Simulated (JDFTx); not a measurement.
Runs of JDFTx 1.7.0 (patched build) on ZrC. It takes space group Fm-3m (No. 225, cubic). Conventional cell: a = 4.730 Å, b = 4.730 Å, c = 4.730 Å, α = 90.00°, β = 90.00°, γ = 90.00°. Zr (site symmetry m-3m) is surrounded by 6 C at 2.37 Å. C (site symmetry m-3m) is surrounded by 6 Zr at 2.37 Å. 

| level | U | DOS broadening | gap on the mesh (eV) | pressure (GPa) |
| --- | --- | --- | --- | --- |
| PBE+U | Zr d U = 3 eV | 0.002 Ha | none | -3.0 |
| PBE | - | 0.002 Ha | none | -2.8 |
| PBE+U | Zr d U = 2 eV | 0.004 Ha | none | -3.0 |
| PBE+U | Zr d U = 8 eV | 0.004 Ha | none | 2.2 |
| PBE+U | Zr d U = 6 eV | 0.004 Ha | none | (a) |
| PBE+U | Zr d U = 1 eV | 0.002 Ha | none | -3.0 |
| PBE+U | Zr d U = 4 eV | 0.004 Ha | none | -2.7 |

Alike in all rows: task density of states; potentials or basis PseudoDojo-SR-PBE-0.5-standard with smoothed tails; no spin polarisation; cell as given; k mesh 10 × 10 × 10; cutoff (eV) 1116; smearing fermi-dirac 0.05 eV.

Q: Estimate the missing entries.

A: (a) -1.4.

Caveats: U without spin polarisation on a metal has little footing (some runs); the U is typed as a test and isn't derived for this compound (some runs).

A k mesh can miss the band edges, and the runs leave out spin-orbit coupling on Zr.

A gap of «none» marks a metal or a gap under the smearing width.
